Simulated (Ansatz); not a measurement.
This LiF structure is the end of a relaxation. The cell was reached from a generator's guess, though it ends in a space group that the Crystallography Open Database lists for this formula.

These are results of DFT PBE, scalar-relativistic, plane waves, PAW (Ansatz), not measurements. Cutoff 420 eV, Γ-centred mesh, Gaussian smearing, no spin polarisation.

```xyz
2
Lattice="0.0000 2.0343 2.0343 2.0343 0.0000 2.0343 2.0343 2.0343 0.0000" Properties=species:S:1:pos:R:3 pbc="T T T"
Li    2.0343    2.0343    2.0343
F     0.0000    0.0000    0.0000
```

The zero of energy is the elements' standard structures at the same level (F₂ as a molecule); no fitted shifts are applied.

Q: What space group does it have?

A: Fm-3m (No. 225), the rock salt type. Conventional cell: a = 4.069 Å. Around Li lie 6 F at 2.03 Å; F is surrounded by 6 Li at 2.03 Å.

Q: How far does it lie from the elements in energy?

A: −2.945 eV/atom. Whether it is stable depends on the other phases of the system, which aren't compared here.

Q: Is it a metal?

A: No, the gap on the 10×10×10 mesh is 8.83 eV.

The last run used a 10×10×10 mesh for its 2-atom cell and Gaussian smearing of 0.02 eV. Kohn–Sham gaps at this level usually fall short of measured ones. This cell was reached by moving the atoms of another relaxed cell at random and relaxing again, last within the group found; it had no such test of its own.
